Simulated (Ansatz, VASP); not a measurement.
**One calculation of Ca, two programs**

```xyz
2
Lattice="4.0834 0.0000 0.0000 -2.0417 3.5363 0.0000 0.0000 0.0000 6.6894" Properties=species:S:1:pos:R:3 pbc="T T T"
Ca    0.0000    2.3576    1.6724
Ca    2.0417    1.1788    5.0171
```

Alike in both runs: task relaxation of cell and atoms; functional PBEsol; k mesh 10 × 10 × 5; occupations fermi-dirac, width 0.05 eV; no spin polarisation.

```csv
,VASP,Ansatz
version,VASP 6.6.1,Ansatz 0.2.0
potentials or method,"VASP PAW PBE potentials, release 64 (Ca_sv), cutoff 600 eV","all-electron LAPW, scalar-relativistic"
```

```tsv
	VASP	Ansatz	Ansatz less VASP
relaxed volume (Å³/atom)	40.86	40.77	-0.092
relaxed cell length with the largest relative difference (Å)	3.841	3.838	-0.0031
energy change over the relaxation (meV/atom)	-60	-61	-1.3
```

Ansatz ran all-electron here, so the differences hold the error of VASP's frozen core and of both bases.

Caveats: the volume moved by over 15 % at a fixed basis, so the end points are rough (VASP); the PAW data sets were made with another functional, which shifts forces and pressure a little (VASP).
